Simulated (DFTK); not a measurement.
# HfC under changes of volume

One of the cells (12.568 Å³/atom); the others are scaled copies at fixed shape and fractional positions:

```
Hf C
1.0
     0.00000    2.32500    2.32500
     2.32500    0.00000    2.32500
     2.32500    2.32500    0.00000
Hf C
1 1
Direct
  0.50000 0.50000 0.50000
  0.00000 0.00000 0.00000
```

* Program: DFTK 0.8.2
* Functional: PBEsol
* Potentials or basis: dojo.nc.sr.pbesol.v0_4_1.standard.upf (PBEsol)
* Cutoff: 1116 eV
* k mesh: 10 × 10 × 10
* Occupations: fermi-dirac, width 0.05 eV
* Spin: no spin polarisation

```tsv
volume (Å³/atom)	energy over the lowest point (meV/atom)	pressure (GPa)
11.814	12.46	9.7
12.065	1.87	3.8
12.317	0.00	-1.5
12.568	6.01	-6.2
12.819	?	?
13.071	38.68	-14.4
13.322	64.00	-17.9
```

Problem. What does the run at 12.819 Å³/atom give?

Solution. Energy over the lowest point 19.14 meV/atom; pressure -10.5 GPa.

Worked out: A Birch-Murnaghan fit of order 3 (a polynomial in V^(-2/3)) to the other rows has its minimum at 12.25 Å³/atom with B0 = V·E''(V) = 251 GPa and B' = 4.0. It gives 19.10 meV/atom at 12.819 Å³/atom, against the run's 19.14, and -dE/dV = -10.5 GPa, against -10.5.

Energies are extrapolated to zero smearing.
